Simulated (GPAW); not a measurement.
Al:

```
Al
1.0
     2.81246    0.00000    0.00000
    -1.40623    2.43566    0.00000
     0.00000    0.00000    4.86685
Al
2
Direct
  0.33333 0.66667 0.25000
  0.66667 0.33333 0.75000
```

This isn't the form of Al at room conditions, which is fcc.

```yaml
Program: GPAW 26.7.0
Task: relaxation of cell and atoms
Functional: PBEsol
Potentials_or_basis: PAW data sets generated in the run's folder for this functional
Cutoff: 600 eV
Basis: pw
k_mesh: 11 × 11 × 6
Occupations: fermi-dirac, width 0.05 eV
Spin: no spin polarisation
```

At the start: pressure -1.2 GPa; volume 16.67 Å³/atom.

Q: Where does the relaxation end?

A: Over 7 steps the energy falls by 10.9 meV/atom and the volume is 16.34 Å³/atom (-2.0 %); space group P6_3/mmc (No. 194, to 0.05 Å).

The path:
```csv
step,energy change (eV),largest force (eV/Å),pressure (GPa),volume (Å³)
1,0.0000,0.0000,-1.18,33.34
2,-0.0027,0.0000,-1.04,33.25
3,-0.0200,0.0000,0.58,32.47
4,-0.0198,0.0000,1.18,32.24
5,-0.0212,0.0000,0.70,32.42
6,-0.0215,0.0000,0.46,32.51
7,-0.0218,0.0000,0.04,32.68
```

Final structure:
```
Al
1.0
     2.83537    0.00000    0.00000
    -1.41769    2.45550    0.00000
     0.00000    0.00000    4.69386
Al
2
Direct
  0.33333 0.66667 0.25000
  0.66667 0.33333 0.75000
```

Caveat: later steps reuse the first step's grids.
